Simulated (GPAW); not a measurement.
# Sb (Pm-3m) in GPAW: settings compared

One crystal, Sb, is run at these levels: PBEsol+D3(BJ), PBEsol+D3(BJ)+ATM, PBEsol+D4; tasks: relaxation of cell and atoms.

Everything below comes from runs of GPAW 26.7.0. Logs are shortened: lines on timing, memory, paths and dates and some standing lists are left out, and cuts for length are marked. The log counts tension as positive stress, the text compression.

## Step 1: The crystal as given

It takes space group Pm-3m (No. 221, cubic). The conventional cell has a = 3.160 Å, b = 3.160 Å, c = 3.160 Å, α = 90.00°, β = 90.00°, γ = 90.00°. Sb (site symmetry m-3m) is surrounded by 6 Sb at 3.16 Å.

This isn't the form of Sb at room conditions, which is rhombohedral.

## Step 2: Relaxation of cell and atoms, PBEsol+D3(BJ)

run.py

```python
from ase import Atoms
from ase.calculators.mixing import SumCalculator
from ase.filters import FrechetCellFilter
from ase.io import write
from ase.optimize import BFGS
from dftd3.ase import DFTD3
from gpaw import GPAW, PW, setup_paths

setup_paths.insert(0, '.')

atoms = Atoms(['Sb'],
              cell=[[3.16, 0.0, 0.0],
                    [0.0, 3.16, 0.0],
                    [0.0, 0.0, 3.16]],
              scaled_positions=[[0.0, 0.0, 0.0]],
              pbc=True)

calc = GPAW(mode=PW(600),
            xc='PBEsol',
            kpts={'size': (8, 8, 8), 'gamma': True},
            occupations={'name': 'fermi-dirac', 'width': 0.05},
            nbands=15,
            convergence={'density': 1e-05, 'forces': 0.0001},
            maxiter=150,
            txt='gpaw.txt')
atoms.calc = SumCalculator([calc, DFTD3(method='pbesol', damping='d3bj')])
opt = BFGS(FrechetCellFilter(atoms), trajectory='relax.traj', logfile='-')
done = opt.run(fmax=0.02, steps=60)
calc.write('gs.gpw')
write('result.traj', atoms)
print('Converged:', done)
print('Cell:', atoms.cell.cellpar().round(4))
print('Volume:', round(atoms.get_volume(), 4))
print(atoms.get_scaled_positions().round(5))
```

Potentials or basis: PAW data sets generated in the run's folder for this functional, pw.

On the command line:

```bash
$ gpaw-setup -f PBEsol Sb
$ OMP_NUM_THREADS=1 python run.py
```

gpaw.txt:

```text
__  _  _
 | _ |_)|_||  |
 |__||  | ||/\| - 26.7.0

Input parameters:
  mode=PW(ecut=600.0),
  convergence={'density': 1e-05, 'forces': 0.0001},
  kpts=MonkhorstPack(size=(8, 8, 8), gamma=True),
  maxiter=150,
  nbands=15,
  occupations=Occupations(name='fermi-dirac', width=0.05),
  xc=XC(name='PBEsol')

Diagonalizing LCAO Hamiltonian
Converting LCAO to pw mode
   .-------.
  /|       |
 * |       |
 | |       |
 | .-------.
 |/       /
 Sb------*

Atoms  # Å, Bohr magnetons
|   | symbol |        x |        y |        z |    initial magnetic moments |
|---|--------|----------|----------|----------|-----------------------------|
| 0 |     Sb | 0.000000 | 0.000000 | 0.000000 | ( 0.0000,  0.0000,  0.0000) |

Unit cell  # Å
| periodic |        x |        y |        z |  lengths |    angles |
|----------|----------|----------|----------|----------|-----------|
|      yes | 3.160000 | 0.000000 | 0.000000 | 3.160000 | 90.000000 |
|      yes | 0.000000 | 3.160000 | 0.000000 | 3.160000 | 90.000000 |
|      yes | 0.000000 | 0.000000 | 3.160000 | 3.160000 | 90.000000 |

Number of symmetries: 48
Symmetry operations  # r_c * U_cc + t_c -> r_c
|    | kind |            matrix            |
|----|------|------------------------------|
|  0 |  E   |  1, 0, 0,  0, 1, 0,  0, 0, 1 |
|  1 |  σ   |  1, 0, 0,  0, 1, 0,  0, 0,-1 |
|  2 |  σ   |  1, 0, 0,  0, 0, 1,  0, 1, 0 |
|  3 |  C4  |  1, 0, 0,  0, 0, 1,  0,-1, 0 |
|  4 |  C4  |  1, 0, 0,  0, 0,-1,  0, 1, 0 |
|  5 |  σ   |  1, 0, 0,  0, 0,-1,  0,-1, 0 |
|  6 |  σ   |  1, 0, 0,  0,-1, 0,  0, 0, 1 |
|  7 |  C2  |  1, 0, 0,  0,-1, 0,  0, 0,-1 |
|  8 |  σ   |  0, 1, 0,  1, 0, 0,  0, 0, 1 |
|  9 |  C2  |  0, 1, 0,  1, 0, 0,  0, 0,-1 |
| 10 |  C3  |  0, 1, 0,  0, 0, 1,  1, 0, 0 |
| 11 |  S6  |  0, 1, 0,  0, 0, 1, -1, 0, 0 |
| 12 |  S6  |  0, 1, 0,  0, 0,-1,  1, 0, 0 |
| 13 |  C3  |  0, 1, 0,  0, 0,-1, -1, 0, 0 |
| 14 |  C4  |  0, 1, 0, -1, 0, 0,  0, 0, 1 |
| 15 |  S4  |  0, 1, 0, -1, 0, 0,  0, 0,-1 |
| 16 |  C3  |  0, 0, 1,  1, 0, 0,  0, 1, 0 |
| 17 |  S6  |  0, 0, 1,  1, 0, 0,  0,-1, 0 |
| 18 |  σ   |  0, 0, 1,  0, 1, 0,  1, 0, 0 |
| 19 |  C4  |  0, 0, 1,  0, 1, 0, -1, 0, 0 |
| 20 |  C2  |  0, 0, 1,  0,-1, 0,  1, 0, 0 |
| 21 |  S4  |  0, 0, 1,  0,-1, 0, -1, 0, 0 |
| 22 |  S6  |  0, 0, 1, -1, 0, 0,  0, 1, 0 |
| 23 |  C3  |  0, 0, 1, -1, 0, 0,  0,-1, 0 |
| 24 |  S6  |  0, 0,-1,  1, 0, 0,  0, 1, 0 |
[... 163 lines left out ...]
Fermi level: 5.903
Eigenvalues  # (at kpt = [0.000, 0.000, 0.000])
| band index |      eig [eV] | occ [0-2] |
|------------|---------------|-----------|
|          0 |       -23.087 |     2.000 |
|          1 |       -23.087 |     2.000 |
|          2 |       -22.942 |     2.000 |
|          3 |       -22.942 |     2.000 |
|          4 |       -22.942 |     2.000 |
|          5 |        -6.004 |     2.000 |
|          6 |         9.069 |     0.000 |
|          7 |         9.069 |     0.000 |
|          8 |         9.069 |     0.000 |
|          9 |        13.027 |     0.000 |
|         10 |        13.027 |     0.000 |
|         11 |        13.761 |     0.000 |
|         12 |        26.105 |     0.000 |
|         13 |        26.119 |     0.000 |
|         14 |        26.127 |     0.000 |

No gap
No difference between direct/indirect transitions

Stress tensor  # eV/Ang^3
|        x |        y |        z |
|----------|----------|----------|
| 0.030654 | 0.000000 | 0.000000 |
| 0.000000 | 0.030654 | 0.000000 |
| 0.000000 | 0.000000 | 0.030654 |

Forces  # eV/Ang
|       x |       y |       z |
|---------|---------|---------|
| 0.00000 | 0.00000 | 0.00000 |  # Sb   0

Interpolating wave functions to new cell

       Sb

Atoms  # Å, Bohr magnetons
|   | symbol |        x |        y |        z |    initial magnetic moments |
|---|--------|----------|----------|----------|-----------------------------|
| 0 |     Sb | 0.000000 | 0.000000 | 0.000000 | ( 0.0000,  0.0000,  0.0000) |

Unit cell  # Å
| periodic |         x |         y |         z |  lengths |    angles |
|----------|-----------|-----------|-----------|----------|-----------|
|      yes |  3.097525 | -0.000000 |  0.000000 | 3.097525 | 90.000000 |
|      yes | -0.000000 |  3.097525 | -0.000000 | 3.097525 | 90.000000 |
|      yes |  0.000000 | -0.000000 |  3.097525 | 3.097525 | 90.000000 |

Number of symmetries: 48
Symmetry operations  # r_c * U_cc + t_c -> r_c
|    | kind |            matrix            |
|----|------|------------------------------|
|  0 |  E   |  1, 0, 0,  0, 1, 0,  0, 0, 1 |
|  1 |  σ   |  1, 0, 0,  0, 1, 0,  0, 0,-1 |
|  2 |  σ   |  1, 0, 0,  0, 0, 1,  0, 1, 0 |
|  3 |  C4  |  1, 0, 0,  0, 0, 1,  0,-1, 0 |
|  4 |  C4  |  1, 0, 0,  0, 0,-1,  0, 1, 0 |
|  5 |  σ   |  1, 0, 0,  0, 0,-1,  0,-1, 0 |
|  6 |  σ   |  1, 0, 0,  0,-1, 0,  0, 0, 1 |
|  7 |  C2  |  1, 0, 0,  0,-1, 0,  0, 0,-1 |
|  8 |  σ   |  0, 1, 0,  1, 0, 0,  0, 0, 1 |
|  9 |  C2  |  0, 1, 0,  1, 0, 0,  0, 0,-1 |
| 10 |  C3  |  0, 1, 0,  0, 0, 1,  1, 0, 0 |
| 11 |  S6  |  0, 1, 0,  0, 0, 1, -1, 0, 0 |
| 12 |  S6  |  0, 1, 0,  0, 0,-1,  1, 0, 0 |
| 13 |  C3  |  0, 1, 0,  0, 0,-1, -1, 0, 0 |
| 14 |  C4  |  0, 1, 0, -1, 0, 0,  0, 0, 1 |
| 15 |  S4  |  0, 1, 0, -1, 0, 0,  0, 0,-1 |
| 16 |  C3  |  0, 0, 1,  1, 0, 0,  0, 1, 0 |
| 17 |  S6  |  0, 0, 1,  1, 0, 0,  0,-1, 0 |
| 18 |  σ   |  0, 0, 1,  0, 1, 0,  1, 0, 0 |
| 19 |  C4  |  0, 0, 1,  0, 1, 0, -1, 0, 0 |
| 20 |  C2  |  0, 0, 1,  0,-1, 0,  1, 0, 0 |
| 21 |  S4  |  0, 0, 1,  0,-1, 0, -1, 0, 0 |
| 22 |  S6  |  0, 0, 1, -1, 0, 0,  0, 1, 0 |
| 23 |  C3  |  0, 0, 1, -1, 0, 0,  0,-1, 0 |
| 24 |  S6  |  0, 0,-1,  1, 0, 0,  0, 1, 0 |
| 25 |  C3  |  0, 0,-1,  1, 0, 0,  0,-1, 0 |
| 26 |  C4  |  0, 0,-1,  0, 1, 0,  1, 0, 0 |
| 27 |  σ   |  0, 0,-1,  0, 1, 0, -1, 0, 0 |
| 28 |  S4  |  0, 0,-1,  0,-1, 0,  1, 0, 0 |
| 29 |  C2  |  0, 0,-1,  0,-1, 0, -1, 0, 0 |
| 30 |  C3  |  0, 0,-1, -1, 0, 0,  0, 1, 0 |
| 31 |  S6  |  0, 0,-1, -1, 0, 0,  0,-1, 0 |
| 32 |  C4  |  0,-1, 0,  1, 0, 0,  0, 0, 1 |
| 33 |  S4  |  0,-1, 0,  1, 0, 0,  0, 0,-1 |
[... 155 lines left out ...]
Fermi level: 6.609
Eigenvalues  # (at kpt = [0.000, 0.000, 0.000])
| band index |      eig [eV] | occ [0-2] |
|------------|---------------|-----------|
|          0 |       -22.449 |     2.000 |
|          1 |       -22.449 |     2.000 |
|          2 |       -22.271 |     2.000 |
|          3 |       -22.271 |     2.000 |
|          4 |       -22.271 |     2.000 |
|          5 |        -5.739 |     2.000 |
|          6 |         9.932 |     0.000 |
|          7 |         9.932 |     0.000 |
|          8 |         9.932 |     0.000 |
|          9 |        13.816 |     0.000 |
|         10 |        13.816 |     0.000 |
|         11 |        14.834 |     0.000 |
|         12 |        26.145 |     0.000 |
|         13 |        26.151 |     0.000 |
|         14 |        26.175 |     0.000 |

No gap
No difference between direct/indirect transitions

Stress tensor  # eV/Ang^3
|         x |         y |        z |
|-----------|-----------|----------|
|  0.012634 | -0.000000 | 0.000000 |
| -0.000000 |  0.012634 | 0.000000 |
|  0.000000 |  0.000000 | 0.012634 |

Forces  # eV/Ang
|       x |       y |       z |
|---------|---------|---------|
| 0.00000 | 0.00000 | 0.00000 |  # Sb   0

Interpolating wave functions to new cell

       Sb

Atoms  # Å, Bohr magnetons
|   | symbol |        x |        y |        z |    initial magnetic moments |
|---|--------|----------|----------|----------|-----------------------------|
| 0 |     Sb | 0.000000 | 0.000000 | 0.000000 | ( 0.0000,  0.0000,  0.0000) |

Unit cell  # Å
| periodic |        x |        y |        z |  lengths |    angles |
|----------|----------|----------|----------|----------|-----------|
|      yes | 3.007188 | 0.000000 | 0.000000 | 3.007188 | 90.000000 |
|      yes | 0.000000 | 3.007188 | 0.000000 | 3.007188 | 90.000000 |
|      yes | 0.000000 | 0.000000 | 3.007188 | 3.007188 | 90.000000 |

Number of symmetries: 48
Symmetry operations  # r_c * U_cc + t_c -> r_c
|    | kind |            matrix            |
|----|------|------------------------------|
|  0 |  E   |  1, 0, 0,  0, 1, 0,  0, 0, 1 |
|  1 |  σ   |  1, 0, 0,  0, 1, 0,  0, 0,-1 |
|  2 |  σ   |  1, 0, 0,  0, 0, 1,  0, 1, 0 |
|  3 |  C4  |  1, 0, 0,  0, 0, 1,  0,-1, 0 |
|  4 |  C4  |  1, 0, 0,  0, 0,-1,  0, 1, 0 |
|  5 |  σ   |  1, 0, 0,  0, 0,-1,  0,-1, 0 |
|  6 |  σ   |  1, 0, 0,  0,-1, 0,  0, 0, 1 |
|  7 |  C2  |  1, 0, 0,  0,-1, 0,  0, 0,-1 |
|  8 |  σ   |  0, 1, 0,  1, 0, 0,  0, 0, 1 |
|  9 |  C2  |  0, 1, 0,  1, 0, 0,  0, 0,-1 |
| 10 |  C3  |  0, 1, 0,  0, 0, 1,  1, 0, 0 |
| 11 |  S6  |  0, 1, 0,  0, 0, 1, -1, 0, 0 |
| 12 |  S6  |  0, 1, 0,  0, 0,-1,  1, 0, 0 |
[... 176 lines left out ...]
Fermi level: 7.746
Eigenvalues  # (at kpt = [0.000, 0.000, 0.000])
| band index |      eig [eV] | occ [0-2] |
|------------|---------------|-----------|
|          0 |       -21.461 |     2.000 |
|          1 |       -21.461 |     2.000 |
|          2 |       -21.219 |     2.000 |
|          3 |       -21.219 |     2.000 |
|          4 |       -21.219 |     2.000 |
|          5 |        -5.331 |     2.000 |
|          6 |        11.287 |     0.000 |
|          7 |        11.287 |     0.000 |
|          8 |        11.287 |     0.000 |
|          9 |        15.074 |     0.000 |
|         10 |        15.074 |     0.000 |
|         11 |        16.521 |     0.000 |
|         12 |        27.767 |     0.000 |
|         13 |        27.767 |     0.000 |
|         14 |        27.767 |     0.000 |

No gap
No difference between direct/indirect transitions

Stress tensor  # eV/Ang^3
|         x |         y |         z |
|-----------|-----------|-----------|
| -0.024778 |  0.000000 | -0.000000 |
|  0.000000 | -0.024778 |  0.000000 |
| -0.000000 |  0.000000 | -0.024778 |

Forces  # eV/Ang
|       x |       y |       z |
|---------|---------|---------|
| 0.00000 | 0.00000 | 0.00000 |  # Sb   0

Interpolating wave functions to new cell

       Sb

Atoms  # Å, Bohr magnetons
|   | symbol |        x |         y |        z |    initial magnetic moments |
|---|--------|----------|-----------|----------|-----------------------------|
| 0 |     Sb | 0.000000 | -0.000000 | 0.000000 | ( 0.0000,  0.0000,  0.0000) |

Unit cell  # Å
| periodic |        x |        y |        z |  lengths |    angles |
|----------|----------|----------|----------|----------|-----------|
|      yes | 3.022125 | 0.000000 | 0.000000 | 3.022125 | 90.000000 |
|      yes | 0.000000 | 3.022125 | 0.000000 | 3.022125 | 90.000000 |
|      yes | 0.000000 | 0.000000 | 3.022125 | 3.022125 | 90.000000 |

Number of symmetries: 48
Symmetry operations  # r_c * U_cc + t_c -> r_c
|    | kind |            matrix            |
|----|------|------------------------------|
|  0 |  E   |  1, 0, 0,  0, 1, 0,  0, 0, 1 |
|  1 |  σ   |  1, 0, 0,  0, 1, 0,  0, 0,-1 |
|  2 |  σ   |  1, 0, 0,  0, 0, 1,  0, 1, 0 |
|  3 |  C4  |  1, 0, 0,  0, 0, 1,  0,-1, 0 |
|  4 |  C4  |  1, 0, 0,  0, 0,-1,  0, 1, 0 |
|  5 |  σ   |  1, 0, 0,  0, 0,-1,  0,-1, 0 |
|  6 |  σ   |  1, 0, 0,  0,-1, 0,  0, 0, 1 |
|  7 |  C2  |  1, 0, 0,  0,-1, 0,  0, 0,-1 |
|  8 |  σ   |  0, 1, 0,  1, 0, 0,  0, 0, 1 |
|  9 |  C2  |  0, 1, 0,  1, 0, 0,  0, 0,-1 |
| 10 |  C3  |  0, 1, 0,  0, 0, 1,  1, 0, 0 |
| 11 |  S6  |  0, 1, 0,  0, 0, 1, -1, 0, 0 |
| 12 |  S6  |  0, 1, 0,  0, 0,-1,  1, 0, 0 |
| 13 |  C3  |  0, 1, 0,  0, 0,-1, -1, 0, 0 |
| 14 |  C4  |  0, 1, 0, -1, 0, 0,  0, 0, 1 |
| 15 |  S4  |  0, 1, 0, -1, 0, 0,  0, 0,-1 |
| 16 |  C3  |  0, 0, 1,  1, 0, 0,  0, 1, 0 |
| 17 |  S6  |  0, 0, 1,  1, 0, 0,  0,-1, 0 |
| 18 |  σ   |  0, 0, 1,  0, 1, 0,  1, 0, 0 |
| 19 |  C4  |  0, 0, 1,  0, 1, 0, -1, 0, 0 |
| 20 |  C2  |  0, 0, 1,  0,-1, 0,  1, 0, 0 |
| 21 |  S4  |  0, 0, 1,  0,-1, 0, -1, 0, 0 |
| 22 |  S6  |  0, 0, 1, -1, 0, 0,  0, 1, 0 |
| 23 |  C3  |  0, 0, 1, -1, 0, 0,  0,-1, 0 |
| 24 |  S6  |  0, 0,-1,  1, 0, 0,  0, 1, 0 |
| 25 |  C3  |  0, 0,-1,  1, 0, 0,  0,-1, 0 |
| 26 |  C4  |  0, 0,-1,  0, 1, 0,  1, 0, 0 |
| 27 |  σ   |  0, 0,-1,  0, 1, 0, -1, 0, 0 |
| 28 |  S4  |  0, 0,-1,  0,-1, 0,  1, 0, 0 |
[... 159 lines left out ...]
Fermi level: 7.546
Eigenvalues  # (at kpt = [0.000, 0.000, 0.000])
| band index |      eig [eV] | occ [0-2] |
|------------|---------------|-----------|
|          0 |       -21.629 |     2.000 |
|          1 |       -21.629 |     2.000 |
|          2 |       -21.399 |     2.000 |
|          3 |       -21.399 |     2.000 |
|          4 |       -21.399 |     2.000 |
|          5 |        -5.400 |     2.000 |
|          6 |        11.054 |     0.000 |
|          7 |        11.054 |     0.000 |
|          8 |        11.054 |     0.000 |
|          9 |        14.856 |     0.000 |
|         10 |        14.856 |     0.000 |
|         11 |        16.231 |     0.000 |
|         12 |        27.489 |     0.000 |
|         13 |        27.489 |     0.000 |
|         14 |        27.489 |     0.000 |

No gap
No difference between direct/indirect transitions

Stress tensor  # eV/Ang^3
|         x |         y |         z |
|-----------|-----------|-----------|
| -0.017692 | -0.000000 | -0.000000 |
| -0.000000 | -0.017692 |  0.000000 |
| -0.000000 |  0.000000 | -0.017692 |

Forces  # eV/Ang
|        x |       y |       z |
|----------|---------|---------|
| -0.00000 | 0.00000 | 0.00000 |  # Sb   0

# Writing to gs.gpw (mode='')
```

Run time: 19 s. Hardware: 1 thread of AMD EPYC 9R45 (Zen 5), shared host; peak memory 0.18 GiB.

What came out:

```yaml
Free_energy: -5.2802 eV
Relaxed_volume: 27.60 Å³/atom
Relaxed_cell: a = 3.022 Å, b = 3.022 Å, c = 3.022 Å, α = 90.00°, β = 90.00°, γ = 90.00°
Space_group_after_relaxing_to_0.05_Å: Pm-3m (No. 221)
Energy_gained_by_relaxing: 98.4 meV/atom
Ionic_steps: 4
Pressure_after_relaxing: -0.1 GPa
Band_gap_on_the_k_mesh: none (metal or under the smearing width)
Dispersion_energy_per_atom: -0.494 eV
```

Step by step:
```tsv
step	energy change (eV)	largest force (eV/Å)	pressure (GPa)	volume (Å³)
1	0.0000	0.0000	-7.10	31.55
2	-0.0671	0.0000	-4.50	29.72
3	-0.0970	0.0000	0.99	27.19
4	-0.0984	0.0000	-0.06	27.60
```

Final structure:
```
Sb
1.0
     3.02213    0.00000    0.00000
     0.00000    3.02213    0.00000
     0.00000    0.00000    3.02213
Sb
1
Direct
  0.00000 0.00000 0.00000
```

Levels at points of the mesh, in eV from the Fermi level:
```
           k point  band 5  band 6  band 7  band 8  band 9  band 10  band 11
(0.00, 0.00, 0.00)  -28.95  -12.95    3.51    3.51    3.51     7.31     7.31
(0.50, 0.00, 0.00)  -28.94  -10.21   -6.08    5.78    5.78     9.90    10.82
(0.50, 0.50, 0.00)  -28.86   -7.31   -3.83   -3.83    1.91     8.13    13.61
(0.50, 0.50, 0.50)  -28.85   -4.02   -1.71   -1.71   -1.71     4.83     4.83
```

Caveat: later steps reuse the first step's grids; pairwise dispersion overbinds metals, which lowers pressure and volume.

(Part 1 of 2 ends here.)
